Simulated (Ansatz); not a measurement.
# Ti-49 NMR of the central transition in TiO₂

Cell: a computed structure from the Materials Project (it need not be an observed phase).

```cif
data_TiO2
_symmetry_space_group_name_H-M 'I4/m'
_symmetry_Int_Tables_number 87
_cell_length_a 8.7015
_cell_length_b 8.7015
_cell_length_c 3.7751
_cell_angle_alpha 90.000
_cell_angle_beta 90.000
_cell_angle_gamma 90.000
loop_
_atom_site_label
_atom_site_type_symbol
_atom_site_symmetry_multiplicity
_atom_site_Wyckoff_symbol
_atom_site_fract_x
_atom_site_fract_y
_atom_site_fract_z
Ti Ti 8 h 0.0029 0.2923 0.0000
O5 O 8 h 0.1508 0.4989 0.0000
O6 O 8 h 0.3404 0.6617 0.5000
```

One atom of each set is listed; the run and its k-mesh use a cell of 12 atoms with edges of 6.44, 6.44, 6.44 Å.

Method: Kohn–Sham DFT in Ansatz, r2SCAN, plane waves and PAW, scalar-relativistic, 500 eV cutoff, Γ-centred 7×7×7 k-points, Fermi–Dirac smearing 0.02 eV.

Ti-49 has I = 7/2 and Q = 247.0 mb (Pyykkö 2018); at 23.5 T its Larmor frequency is ν₀ = 56.5 MHz. Only the quadrupole interaction is simulated: positions count from each site's isotropic chemical shift, and shift anisotropy, dipolar and J coupling are left out.

(1) What does the Ti-49 spectrum (static powder) show for each site?

## Answers

(1) 

| site | first shell | C_Q (MHz) | η | P_Q (MHz) | δ_QIS (ppm) | breadth (kHz) |
| --- | --- | --- | --- | --- | --- | --- |
| Ti | 6 O at 1.80–2.26 Å | 7.79 | 0.31 | 7.91 | -50.0 | 18.2 |

δ_QIS = −(ν_Q²/30ν₀²)[I(I+1) − 3/4](1 + η²/3) × 10⁶ ppm with ν_Q = 3|C_Q|/[2I(2I−1)]; it falls as 1/B₀² in ppm, and the breadth as 1/B₀ in kHz.

The largest force is 0.3 eV/Å, so the atoms aren't at the calculated equilibrium and relaxing them would move these values.

Hardware: 1 thread of Intel Xeon Platinum 8488C (Sapphire Rapids) (x86_64; 48 cores open to the job, memory cap 2.5 GiB, no GPU), a shared host with a load of 0.4 a core. Wall time 51 s, CPU time 51 s, peak memory 1.2 GiB.
